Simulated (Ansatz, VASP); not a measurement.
# Two plane-wave programs on NaH

The input INCAR:

```
SYSTEM = NaH
PREC = Accurate ; ENCUT = 520
EDIFF = 1E-7 ; ISMEAR = 0
SIGMA = 0.05 ; LREAL = .FALSE.
LASPH = .TRUE. ; NELM = 100
ALGO = Normal ; ISIF = 2
LWAVE = .FALSE. ; LCHARG = .FALSE.
NBANDS = 11
```

KPOINTS

```
Automatic mesh
0
G
  8 8 8
  0 0 0
```

Contents of POSCAR:

```
NaH
1.0
    0.0000000000      2.5132000000      2.4034000000
    2.5132000000      0.0000000000      2.4034000000
    2.5132000000      2.5132000000      0.0000000000
Na H
1 1
Direct
    0.0000000000      0.0000000000      0.0000000000
    0.5000000000      0.5000000000      0.5000000000
```

Input for Ansatz:

```yaml
crystal:
  lattice:
    - [0.0, 2.5132, 2.4034]
    - [2.5132, 0.0, 2.4034]
    - [2.5132, 2.5132, 0.0]
  atoms:
    - { symbol: Na, position: [0.0, 0.0, 0.0] }
    - { symbol: H, position: [0.5, 0.5, 0.5] }
basis:
  ecutwfc: 420
kpoints:
  mp_grid: { grid: [8, 8, 8] }
hamiltonian:
  xc: lda
scf:
  occupations: { method: gaussian, width: 0.05 }
output:
  forces: true
  stress: true
  eigenvalues: true
```

Change from the starting cell: strain +0.030 along x and y, -0.015 along z, atoms carried along.

Alike in both runs: task single point; functional LDA; k mesh 8 × 8 × 8; occupations gaussian, width 0.05 eV; no spin polarisation.

```csv
,VASP,Ansatz
version,VASP 6.6.1,Ansatz 0.2.0
potentials or method,"VASP PAW LDA potentials, release 64 (Na_pv, H)","scalar-relativistic, plane waves, PAW"
plane-wave cutoff (eV),520,420
valence electrons in the cell,8,10
```

Ansatz gave:

- gap on the k mesh at the Fermi level (eV): 3.29
- least direct gap on the mesh (eV): 4.18
- pressure (GPa): -3.2
- largest component of the traceless stress (GPa): 0.58

Problem. What did VASP give for the same quantities?

Solution. gap on the k mesh at the Fermi level (eV): 3.29; least direct gap on the mesh (eV): 4.18; pressure (GPa): -3.3; largest component of the traceless stress (GPa): 0.59.

The two sets of potentials don't hold the same shells in valence.

A k mesh can miss the band edges.
